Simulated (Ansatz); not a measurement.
**Magnetic orders of FePt**

All numbers below come from DFT r2SCAN, scalar-relativistic, plane waves, PAW in Ansatz 0.2.0.

```
Fe Pt
1.0
     3.05928    0.00000    0.00000
     0.00000    3.05928    0.00000
     0.00000    0.00000    3.05928
Fe Pt
1 1
Direct
  0.00000 0.00000 0.00000
  0.50000 0.50000 0.50000
```

The plane-wave cutoff is 500 eV. The Γ-centred k-mesh is 14×14×14 and the occupation rule is Gaussian smearing, 0.1 eV. The list of starting moments (μB, in atom order) is 3 0 and the check for lower electronic states after the SCF is off.

All runs keep this geometry, which isn't relaxed for the lowest state (largest force there 0.000 eV/Å, pressure -2.4 GPa) and needn't be a stable compound; relaxing each order would shift the differences by some 100 meV/atom, going by the pressures and a bulk modulus of about 150 GPa. A propagation vector, in units of the reciprocal vectors, doubles the cell, which takes an equally dense mesh. Spin–orbit coupling is left out, which for heavy magnetic ions can matter as much as these differences. r2SCAN tends to overstate moments in metals, so a weak moment here may be absent in the real material. Site moments are spin moments in atom-centred spheres that scale with the neighbour distance. The states are those that the runs reached from these starts; a lower one can exist.

Problem. Starts tried: no spin; ferromagnetic; antiferromagnetic, doubled cell, propagation vector (0, 0, 1/2). Which state comes out lowest, and what are the moments?

Solution. The lowest state is antiferromagnetic, reached from the start “antiferromagnetic, doubled cell, propagation vector (0, 0, 1/2)”, with site moments (μB) Fe +3.36, Fe -3.36.

```tsv
start	ends	energy above lowest (meV/atom)	site moments (μB)	gap on mesh (eV)	P (GPa)
no spin	non-magnetic	1042	none over 0.05	metal	-20.8
ferromagnetic	ferromagnetic	60.6	Fe +3.33, Pt +0.37	metal	-1.6
antiferromagnetic, doubled cell, propagation vector (0, 0, 1/2)	antiferromagnetic	0.00	Fe +3.36, Fe -3.36	metal	-2.4
```

Cost: 3 runs of about 1.6 core-minutes in all, on Intel Xeon 6975P-C (Granite Rapids) (shared hosts).